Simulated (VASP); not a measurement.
Au:

```
CELL_PARAMETERS angstrom
0.00000 2.03500 2.03500
2.03500 0.00000 2.03500
2.03500 2.03500 0.00000
ATOMIC_POSITIONS crystal
Au 0.00000 0.00000 0.00000
```

| Item | Value |
| --- | --- |
| Program | VASP 6.6.1 |
| Task | relaxation of cell and atoms |
| Functional | BLYP |
| Dispersion | D4 |
| Potentials or basis | VASP PAW PBE potentials, release 64 (Au) |
| Cutoff | 600 eV |
| k mesh | 11 × 11 × 11 |
| Occupations | fermi-dirac, width 0.05 eV |
| Spin | no spin polarisation |

At the start: pressure 11.2 GPa; volume 16.85 Å³/atom.

How do energy, volume and symmetry change on relaxing?

Over 4 steps the energy falls by 36.4 meV/atom and the volume is 17.98 Å³/atom (+6.7 %); space group Fm-3m (No. 225, to 0.05 Å).

Step by step:
```
step  energy change (eV)  largest force (eV/Å)  pressure (GPa)  volume (Å³)
   1              0.0000                0.0000           11.19        16.85
   2              0.0361                0.0000          -10.77        19.89
   3             -0.0364                0.0000           -0.25        18.01
   4             -0.0364                0.0000           -0.04        17.98
```

Final structure:
```
Au
1.0
     0.00000    2.07933    2.07933
     2.07933    0.00000    2.07933
     2.07933    2.07933    0.00000
Au
1
Direct
  0.00000 0.00000 0.00000
```

Caveat: the PAW data sets were made with another functional, which shifts forces and pressure a little; pairwise dispersion overbinds metals, which lowers pressure and volume.
